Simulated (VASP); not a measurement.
Input of a VASP 6.6.1 run:

The input INCAR:

```
SYSTEM = AgCl
PREC = Accurate
ENCUT = 500
EDIFF = 1E-6
ISMEAR = 0
SIGMA = 0.02
LREAL = .FALSE.
LASPH = .TRUE.
NELM = 80
ALGO = Normal
ISIF = 2
LWAVE = .FALSE.
LCHARG = .FALSE.
GGA = PE
NBANDS = 16
```

The input KPOINTS:

```
regular mesh
0
G
  5 5 5
  0 0 0
```

File POSCAR:

```
AgCl
1.0
    3.4339730000      0.0000000000      0.0000000000
    0.0000000000      3.4339730000      0.0000000000
    0.0000000000      0.0000000000      3.4339730000
Ag Cl
1 1
Direct
    0.0000000000      0.0000000000      0.0000000000
    0.5000000000      0.5000000000      0.5000000000
```

Potentials or basis: VASP PAW PBE potentials, release 64 (Ag_GW, Cl_GW).

Launch:

```bash
$ cat potpaw_PBE.64/Ag_GW/POTCAR potpaw_PBE.64/Cl_GW/POTCAR > POTCAR
$ mpirun -np 1 vasp_std > vasp.out
```

(1) What does it give for the pressure?

(2) Estimate the band gap on the k mesh.

Answers

(1) -0.2 GPa.

(2) 0.67 eV, indirect (least direct gap 2.07 eV).

Caveat: an odd mesh through Γ misses points on the zone boundary, where band edges often lie.
